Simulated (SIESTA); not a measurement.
MgO2:

```
CELL_PARAMETERS angstrom
1.60476 0.92651 3.49398
-1.60476 0.92651 3.49398
0.00000 -1.85302 3.49398
ATOMIC_POSITIONS crystal
Mg 0.00000 0.00000 0.00000
O 0.57121 0.57121 0.57121
O 0.42879 0.42879 0.42879
```

The cell comes from a database or a generator and needn't be the stable form of this composition.

Base run:

- Program: SIESTA 5.4.2
- Functional: LDA
- Potentials or basis: PseudoDojo 0.4 standard (LDA files)
- Basis: DZP (energy shift 0.003 Ry; two zetas on semicore shells)
- Grid cutoff: 800 Ry
- Energy shift: 0.003 Ry
- k mesh: 10 × 10 × 10
- Occupations: fermi-dirac, width 0.05 eV
- Spin: no spin polarisation

Its results: band gap on the k mesh 2.08 eV, direct; pressure -6.9 GPa; largest force 0.222 eV/Å.

**Question.** The run is repeated on the same cell with these changes: functional from LDA to PBEsol; potentials or basis from PseudoDojo 0.4 standard (LDA files) to PseudoDojo 0.4 standard (PBEsol files). What comes out?

**Answer.** Band gap on the k mesh 2.11 eV, direct; pressure -2.0 GPa; largest force 0.104 eV/Å.

Caveats: the basis of atomic orbitals isn't converged, which shifts pressures, moduli and gaps.
